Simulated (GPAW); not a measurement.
Crystal: SnO2 (Cassiterite).

```
Sn O
1.0
     4.73800    0.00000    0.00000
     0.00000    4.73800    0.00000
     0.00000    0.00000    3.18650
Sn O
2 4
Cartesian
  2.3690 2.3690 1.5933
  0.0000 0.0000 0.0000
  3.8240 0.9140 1.5933
  3.2830 3.2830 0.0000
  0.9140 3.8240 1.5933
  1.4550 1.4550 0.0000
```

Base run:

```yaml
Program: GPAW 26.7.0
Functional: PBE
Potentials_or_basis: GPAW PAW data sets (gpaw-data 1.2.1)
Cutoff: 550 eV
Basis: pw
k_mesh: 5 × 5 × 7
Occupations: fermi-dirac, width 0.001 eV
Spin: no spin polarisation
```

Its results: band gap on the k mesh 1.29 eV, direct; electronic dielectric tensor (diagonal) 4.16, 4.16, 4.43.

**Question.** The run is repeated on the same cell with these changes: functional from PBE to LDA; potentials or basis from GPAW PAW data sets (gpaw-data 1.2.1) to the program's PAW data sets (release 1.2.1) made for this functional. What comes out?

**Answer.** Band gap on the k mesh 1.14 eV, direct; electronic dielectric tensor (diagonal) 4.35, 4.35, 4.60.

Caveats: the long-wavelength limit can be off by a per cent or two; spin-orbit coupling is left out, which moves the levels of the heavy elements; an odd mesh through Γ misses points on the zone boundary, where band edges often lie.
